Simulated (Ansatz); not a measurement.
Structure: MgO (Ibam) from a database structure, at its r2SCAN minimum. It is orthorhombic, Ibam (No. 72); conventional cell a = 6.123 Å, b = 14.403 Å, c = 4.159 Å, 11.46 Å³ an atom. Around Mg lie 5 O at 2.01–2.08 Å; around Mg lie 5 O at 1.99–2.08 Å; around O lie 5 Mg at 2.01–2.08 Å; around O lie 5 Mg at 1.99–2.08 Å.

4 runs of the plane-wave code Ansatz on this cell differ in the functional (and in the settings that go with it). Levels are in eV from each run's valence top; v1 is the last filled band, c1 the first empty one.

Run A, mean stress 0.0 GPa (compression positive):
```
point     v4     v3     v2     v1    c1    c2
    Γ  -0.56  -0.55  -0.55   0.00  3.75  6.98
    X  -0.57  -0.51  -0.41  -0.34  4.84  5.55
   F₀  -0.59  -0.50  -0.49  -0.43  5.47  6.48
   Λ₀  -0.59  -0.58  -0.49  -0.40  6.45  6.81
    R  -0.66  -0.66  -0.49  -0.49  6.55  6.55
    W  -0.68  -0.68  -0.50  -0.50  6.55  6.55
```

Run B, mean stress -0.1 GPa (compression positive):
```
point     v4     v3     v2     v1    c1    c2
    Γ  -0.57  -0.57  -0.55   0.00  4.75  8.07
    X  -0.58  -0.51  -0.43  -0.37  5.90  6.54
   F₀  -0.59  -0.52  -0.50  -0.44  6.57  7.50
   Λ₀  -0.62  -0.61  -0.52  -0.41  7.54  7.90
    R  -0.68  -0.68  -0.51  -0.51  7.63  7.63
    W  -0.70  -0.70  -0.51  -0.51  7.63  7.63
```

Run C, mean stress +4.2 GPa (compression positive):
```
point     v4     v3     v2     v1    c1    c2
    Γ  -0.54  -0.53  -0.53   0.00  3.21  6.43
    X  -0.55  -0.49  -0.41  -0.34  4.39  4.92
   F₀  -0.57  -0.49  -0.48  -0.42  5.05  5.83
   Λ₀  -0.57  -0.57  -0.48  -0.39  5.97  6.29
    R  -0.64  -0.64  -0.48  -0.48  6.06  6.06
    W  -0.66  -0.66  -0.48  -0.48  6.07  6.07
```

Run D, mean stress -0.1 GPa (compression positive):
```
point     v4     v3     v2     v1    c1    c2
    Γ  -0.58  -0.57  -0.55   0.00  5.46  8.82
    X  -0.59  -0.51  -0.44  -0.38  6.64  7.27
   F₀  -0.60  -0.53  -0.51  -0.44  7.31  8.24
   Λ₀  -0.63  -0.62  -0.53  -0.41  8.28  8.64
    R  -0.69  -0.69  -0.51  -0.51  8.37  8.37
    W  -0.71  -0.71  -0.52  -0.52  8.37  8.37
```

Q: Match the runs to PBE, r2SCAN, HSE06, PBE0.

A: A is r2SCAN, B is HSE06, C is PBE, D is PBE0. In order of the gap: PBE 3.21, r2SCAN 3.75, HSE06 4.75, PBE0 5.46 eV.

Calculated for a static, non-magnetic cell.

The program warns that its thresholds are loose for a hybrid's stress.
